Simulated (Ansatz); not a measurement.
Born–Oppenheimer molecular dynamics of a periodic cell of 16 atoms, MgO (host MgO, host structure Fm-3m). It goes on from the last frame of an earlier run, with new velocities.

Method: DFT LDA, scalar-relativistic, plane waves, PAW in Ansatz. Settings: cutoff 420 eV, k mesh 2x2x2, fermi-dirac smearing 0.05 eV, no spin polarisation.

- ensemble: NVT, Langevin thermostat
- time step: 1 fs
- steps asked: 200
- set temperature: 1170 K
- friction: 0.02 /fs
- seed: 196007

Frames 10 fs apart, positions in Å, forces in eV/Å.

Velocities at 50.0 fs (Å/ps):

```
Mg 6.04 -3.56 -2.81
O 1.33 3.57 1.47
Mg -10.65 -3.43 3.67
O 2.47 -14.24 -10.98
Mg -2.66 -1.04 -2.78
O 2.06 -8.97 -4.08
Mg -5.25 -3.74 3.19
O 5.58 3.32 -6.18
Mg 0.46 -1.72 6.68
O -7.08 -10.70 -6.20
Mg -3.29 -2.10 -7.40
O 17.04 -2.80 2.26
Mg 5.45 0.58 -8.29
O 1.51 6.10 7.42
Mg -2.35 -6.71 14.78
O 1.41 4.14 12.20
```

```xyz
16
Lattice="0.0000 3.9800 3.9800 3.9800 0.0000 3.9800 3.9800 3.9800 0.0000" Properties=species:S:1:pos:R:3:forces:R:3 time_fs=50.0 energy_less_start_eV=-0.227 T=976
Mg 0.044 -0.029 0.257 0.16 0.45 -1.28
O 2.109 1.986 2.157 -0.85 -0.59 0.12
Mg 2.081 1.871 0.122 -1.35 1.27 1.63
O 4.080 4.034 2.181 -0.71 -0.88 0.25
Mg 2.000 -0.067 2.235 0.92 0.18 -1.81
O 4.076 2.029 4.193 -0.79 -0.78 -0.22
Mg 4.090 1.926 2.217 -1.41 -0.33 0.99
O 6.050 3.900 4.080 -0.87 -0.12 1.96
Mg 0.027 1.954 2.202 0.86 1.34 -0.96
O 1.959 3.895 4.069 0.42 0.04 1.08
Mg 2.110 3.978 2.095 -1.74 -2.11 0.21
O 4.016 5.969 4.307 -0.46 -1.08 -1.80
Mg 1.892 1.788 4.124 2.35 2.42 -0.06
O 3.930 3.863 6.249 1.10 1.11 -1.36
Mg 3.835 4.001 4.100 1.90 -1.82 1.84
O 6.000 5.853 6.154 0.47 0.90 -0.59
16
Lattice="0.0000 3.9800 3.9800 3.9800 0.0000 3.9800 3.9800 3.9800 0.0000" Properties=species:S:1:pos:R:3:forces:R:3 time_fs=60.0 energy_less_start_eV=-0.391 T=1142
Mg 0.076 -0.069 0.219 -0.69 -0.42 -0.40
O 2.095 2.017 2.133 -1.15 -1.50 -0.32
Mg 1.985 1.862 0.173 1.17 0.37 0.20
O 4.070 3.883 2.124 -0.98 1.14 1.63
Mg 1.972 -0.071 2.218 0.93 -0.28 -1.34
O 4.067 1.930 4.169 -0.98 0.19 0.79
Mg 4.018 1.911 2.232 0.86 0.29 -0.53
O 6.082 3.893 4.085 -1.13 -0.26 1.45
Mg 0.052 1.953 2.243 0.14 0.07 -0.23
O 1.909 3.791 4.092 2.97 1.64 0.63
Mg 2.083 3.942 2.045 -0.65 0.21 1.31
O 4.181 5.905 4.292 -2.78 -1.34 -1.56
Mg 2.022 1.814 4.052 1.19 1.51 1.47
O 3.972 3.959 6.263 0.56 -0.70 -1.96
Mg 3.903 3.884 4.239 0.69 0.27 -0.45
O 6.072 5.945 6.209 -0.15 -1.20 -0.69
16
Lattice="0.0000 3.9800 3.9800 3.9800 0.0000 3.9800 3.9800 3.9800 0.0000" Properties=species:S:1:pos:R:3:forces:R:3 time_fs=70.0 energy_less_start_eV=0.025 T=1066
Mg 0.053 -0.104 0.166 -0.09 -1.02 0.63
O 2.070 1.984 2.057 -0.87 -1.16 2.10
Mg 1.986 1.859 0.233 1.37 -0.10 -2.30
O 4.010 3.810 2.180 -0.18 1.53 0.66
Mg 1.923 -0.078 2.145 0.91 -0.59 0.82
O 3.977 1.857 4.223 2.12 0.14 -0.01
Mg 3.960 1.896 2.244 2.19 0.60 -1.33
O 6.037 3.850 4.189 -0.12 0.47 -1.45
Mg 0.134 1.964 2.267 -1.60 -1.19 0.45
O 1.998 3.817 4.193 0.81 1.50 -0.91
Mg 2.058 3.943 2.059 0.51 1.13 2.16
O 4.205 5.822 4.263 -1.41 0.19 -1.30
Mg 2.190 1.922 4.047 -3.27 -0.56 1.85
O 4.011 3.978 6.147 0.19 -1.11 2.32
Mg 4.040 3.801 4.374 -0.28 1.63 -3.88
O 6.099 5.972 6.203 -0.29 -1.45 0.20
16
Lattice="0.0000 3.9800 3.9800 3.9800 0.0000 3.9800 3.9800 3.9800 0.0000" Properties=species:S:1:pos:R:3:forces:R:3 time_fs=80.0 energy_less_start_eV=0.374 T=893
Mg 0.069 -0.195 0.172 -0.49 0.44 0.33
O 2.027 1.892 2.045 0.06 0.15 3.58
Mg 2.065 1.853 0.269 0.20 0.33 -3.48
O 3.929 3.788 2.250 1.04 1.21 -0.21
Mg 1.852 -0.063 2.096 1.69 -0.96 2.56
O 3.960 1.777 4.306 3.36 0.47 -0.95
Mg 3.917 1.920 2.205 2.40 -1.14 -0.06
O 5.997 3.837 4.196 1.34 0.39 -0.83
Mg 0.144 1.920 2.282 -2.03 -0.61 -0.02
O 2.129 3.903 4.252 -0.73 -0.47 -1.75
Mg 2.059 3.949 2.142 0.03 0.81 0.96
O 4.173 5.773 4.199 -0.57 1.14 0.08
Mg 2.236 1.972 4.160 -4.30 -1.19 0.75
O 4.107 3.948 6.193 -0.68 -0.77 1.45
Mg 4.138 3.776 4.369 -1.20 1.14 -2.48
O 6.055 5.973 6.218 -0.15 -0.94 0.06
16
Lattice="0.0000 3.9800 3.9800 3.9800 0.0000 3.9800 3.9800 3.9800 0.0000" Properties=species:S:1:pos:R:3:forces:R:3 time_fs=90.0 energy_less_start_eV=0.118 T=1273
Mg 0.120 -0.284 0.183 -0.76 2.34 0.70
O 1.990 1.775 2.195 1.88 2.06 0.72
Mg 2.152 1.895 0.177 -1.60 -0.50 0.98
O 3.919 3.831 2.301 2.02 -0.79 -1.03
Mg 1.841 -0.043 2.125 2.44 -1.46 1.57
O 4.098 1.723 4.374 -0.07 1.05 -2.13
Mg 4.031 1.867 2.168 -0.54 -0.79 1.33
O 6.043 3.812 4.186 0.84 0.76 0.18
Mg 0.095 1.836 2.259 -0.47 0.98 -0.29
O 2.239 3.888 4.234 -1.79 -0.73 -0.04
Mg 2.111 3.990 2.258 -1.15 -1.53 -0.59
O 4.068 5.773 4.164 0.94 0.60 1.14
Mg 2.163 1.936 4.241 -0.16 -1.45 -0.80
O 4.203 3.907 6.312 -1.34 -0.74 -1.74
Mg 4.162 3.801 4.278 -0.56 -0.31 0.51
O 6.004 5.912 6.212 0.34 0.51 -0.53
16
Lattice="0.0000 3.9800 3.9800 3.9800 0.0000 3.9800 3.9800 3.9800 0.0000" Properties=species:S:1:pos:R:3:forces:R:3 time_fs=100.0 energy_less_start_eV=0.589 T=1126
Mg 0.135 -0.262 0.194 -0.62 1.51 1.05
O 2.052 1.754 2.376 0.79 1.22 -1.65
Mg 2.170 1.861 0.112 -2.22 0.15 3.28
O 4.022 3.839 2.265 0.55 -1.09 -1.02
Mg 1.920 -0.121 2.197 2.48 0.50 0.20
O 4.207 1.711 4.309 -0.96 1.09 -0.82
Mg 4.130 1.774 2.204 -2.87 0.15 1.26
O 6.115 3.802 4.161 -0.35 0.31 1.06
Mg 0.021 1.791 2.252 2.05 1.53 -0.93
O 2.305 3.803 4.185 -2.85 0.03 2.29
Mg 2.159 3.961 2.372 -1.01 -2.96 -2.94
O 3.994 5.752 4.216 2.13 0.80 0.46
Mg 2.087 1.872 4.260 1.05 -1.28 -0.91
O 4.247 3.833 6.318 -1.48 -0.76 -2.05
Mg 4.132 3.829 4.201 1.60 -1.43 1.60
O 5.980 5.871 6.203 1.71 0.23 -0.88
16
Lattice="0.0000 3.9800 3.9800 3.9800 0.0000 3.9800 3.9800 3.9800 0.0000" Properties=species:S:1:pos:R:3:forces:R:3 time_fs=110.0 energy_less_start_eV=-0.269 T=1377
Mg 0.158 -0.204 0.208 0.06 -0.15 0.39
O 2.170 1.812 2.439 -0.63 -0.22 -3.58
Mg 2.097 1.819 0.156 1.06 -0.12 2.31
O 4.170 3.756 2.164 -1.13 0.78 0.73
Mg 2.082 -0.181 2.289 1.00 0.60 -1.58
O 4.244 1.771 4.148 -1.71 -0.01 1.71
Mg 4.129 1.677 2.275 -1.35 1.40 -1.00
O 6.167 3.769 4.154 -0.49 0.34 1.57
Mg 0.020 1.813 2.211 2.08 -0.02 -0.65
O 2.216 3.687 4.275 -0.87 1.88 -0.02
Mg 2.195 3.854 2.353 -0.25 -2.11 -1.85
O 4.042 5.752 4.256 0.13 0.22 -0.76
Mg 2.016 1.799 4.222 1.17 -0.57 1.16
O 4.218 3.743 6.152 -0.80 -0.13 0.66
Mg 4.145 3.829 4.163 0.33 -1.37 0.73
O 6.033 5.794 6.172 1.39 -0.52 0.18
16
Lattice="0.0000 3.9800 3.9800 3.9800 0.0000 3.9800 3.9800 3.9800 0.0000" Properties=species:S:1:pos:R:3:forces:R:3 time_fs=120.0 energy_less_start_eV=0.274 T=912
Mg 0.206 -0.207 0.281 -0.99 -0.56 -0.54
O 2.235 1.871 2.363 -1.45 -1.81 -1.78
Mg 2.065 1.777 0.215 2.08 -0.25 0.75
O 4.264 3.743 2.114 -1.31 0.97 3.18
Mg 2.239 -0.201 2.292 -1.68 -0.32 -0.86
O 4.196 1.774 4.133 -0.99 -0.35 1.56
Mg 4.125 1.597 2.302 0.65 2.19 -1.64
O 6.167 3.740 4.207 -0.12 0.19 0.42
Mg 0.124 1.853 2.189 0.74 -2.72 0.18
O 2.076 3.643 4.346 1.90 2.10 -2.10
Mg 2.252 3.745 2.299 -0.01 0.27 -0.63
O 4.107 5.768 4.320 -1.40 -0.93 -1.61
Mg 1.977 1.717 4.223 2.22 0.43 0.67
O 4.129 3.646 6.055 1.05 2.17 2.70
Mg 4.163 3.776 4.221 -0.58 -0.51 -1.84
O 6.147 5.730 6.145 -0.11 -0.86 1.53
16
Lattice="0.0000 3.9800 3.9800 3.9800 0.0000 3.9800 3.9800 3.9800 0.0000" Properties=species:S:1:pos:R:3:forces:R:3 time_fs=130.0 energy_less_start_eV=-0.254 T=1006
Mg 0.251 -0.200 0.356 -0.76 -1.28 -1.23
O 2.178 1.879 2.219 -0.13 -2.57 0.73
Mg 2.111 1.766 0.261 1.07 -0.60 -0.62
O 4.229 3.788 2.209 0.59 -0.47 1.84
Mg 2.310 -0.215 2.290 -2.88 -1.06 -0.62
O 4.107 1.754 4.187 0.49 -0.74 0.05
Mg 4.135 1.599 2.290 1.03 1.76 -0.82
O 6.145 3.718 4.287 0.34 -0.27 -1.49
Mg 0.219 1.788 2.213 -0.42 -1.03 0.65
O 2.131 3.673 4.289 0.75 0.80 -0.94
Mg 2.306 3.730 2.228 -1.04 0.54 0.97
O 4.109 5.715 4.349 -0.07 -0.07 -1.54
Mg 2.035 1.616 4.211 1.20 2.19 0.57
O 4.117 3.640 6.100 1.78 1.53 2.43
Mg 4.141 3.688 4.237 -0.45 0.51 -1.30
O 6.249 5.647 6.164 -1.52 0.78 1.34
16
Lattice="0.0000 3.9800 3.9800 3.9800 0.0000 3.9800 3.9800 3.9800 0.0000" Properties=species:S:1:pos:R:3:forces:R:3 time_fs=140.0 energy_less_start_eV=-0.674 T=1007
Mg 0.264 -0.234 0.379 -0.14 -1.55 -1.20
O 2.091 1.769 2.119 2.15 -0.96 1.84
Mg 2.147 1.717 0.226 0.73 -0.62 -0.23
O 4.237 3.785 2.373 0.30 -2.10 -2.11
Mg 2.281 -0.310 2.314 -0.69 -0.06 -1.33
O 4.042 1.684 4.209 1.50 -0.07 -0.03
Mg 4.184 1.643 2.266 -0.14 0.55 -0.59
O 6.145 3.633 4.231 0.40 0.83 0.22
Mg 0.256 1.672 2.228 -1.25 1.48 0.88
O 2.232 3.723 4.178 -1.07 -0.75 1.17
Mg 2.277 3.743 2.209 -1.16 -1.15 0.69
O 4.123 5.657 4.290 1.08 0.59 -0.02
Mg 2.135 1.605 4.196 -0.55 1.49 0.09
O 4.193 3.667 6.290 0.29 0.33 -0.40
Mg 4.146 3.628 4.230 0.07 0.80 1.28
O 6.262 5.630 6.218 -1.52 1.21 -0.28
16
Lattice="0.0000 3.9800 3.9800 3.9800 0.0000 3.9800 3.9800 3.9800 0.0000" Properties=species:S:1:pos:R:3:forces:R:3 time_fs=150.0 energy_less_start_eV=-0.096 T=1050
Mg 0.279 -0.294 0.348 -0.53 -0.38 0.75
O 2.117 1.622 2.111 2.13 0.40 0.98
Mg 2.239 1.617 0.155 -0.48 0.50 1.71
O 4.247 3.699 2.415 -1.04 -1.61 -2.68
Mg 2.219 -0.416 2.312 0.78 1.93 -1.18
O 4.075 1.696 4.232 1.27 -0.85 0.58
Mg 4.195 1.672 2.205 -0.70 -0.12 0.76
O 6.122 3.606 4.176 1.09 0.59 2.28
Mg 0.274 1.574 2.264 -1.02 1.98 0.01
O 2.243 3.678 4.169 -0.13 -0.92 1.59
Mg 2.230 3.698 2.213 -0.15 -0.92 0.20
O 4.205 5.618 4.213 0.25 0.29 1.18
Mg 2.193 1.627 4.183 -0.46 0.45 -0.17
O 4.287 3.707 6.513 -1.21 -0.62 -4.50
Mg 4.187 3.584 4.326 -0.10 0.80 0.35
O 6.179 5.702 6.263 0.29 -1.52 -1.87
16
Lattice="0.0000 3.9800 3.9800 3.9800 0.0000 3.9800 3.9800 3.9800 0.0000" Properties=species:S:1:pos:R:3:forces:R:3 time_fs=160.0 energy_less_start_eV=0.263 T=840
Mg 0.269 -0.355 0.301 -0.41 0.80 3.07
O 2.220 1.556 2.139 -0.21 0.77 0.69
Mg 2.323 1.546 0.128 -1.62 1.23 1.47
O 4.196 3.556 2.354 -0.47 1.52 -1.28
Mg 2.167 -0.430 2.317 0.66 2.06 -0.86
O 4.153 1.746 4.295 0.94 -2.27 0.25
Mg 4.157 1.664 2.204 0.74 -0.54 1.01
O 6.107 3.621 4.186 1.69 0.25 1.96
Mg 0.243 1.595 2.282 0.12 0.25 -0.38
O 2.285 3.644 4.231 -0.20 -0.41 0.59
Mg 2.256 3.588 2.214 -0.32 0.41 0.13
O 4.250 5.680 4.220 -0.02 -1.19 0.36
Mg 2.262 1.686 4.160 -0.69 -0.72 0.58
O 4.316 3.745 6.557 -0.91 -1.11 -6.21
Mg 4.237 3.570 4.420 -0.35 1.53 -0.79
O 6.152 5.723 6.203 1.07 -2.58 -0.57
```

Of the whole run (200 fs, mean temperature of the second half 1115 K): A run of 0.2 ps of so small a system gives no equilibrium averages. The SCF threshold is loose, so the forces are noisy. Limits of this set-up: coarse k mesh.

Time of the run: 5.4 min on 1 thread of Arm Neoverse V1 (shared host), peak memory 0.41 GiB.
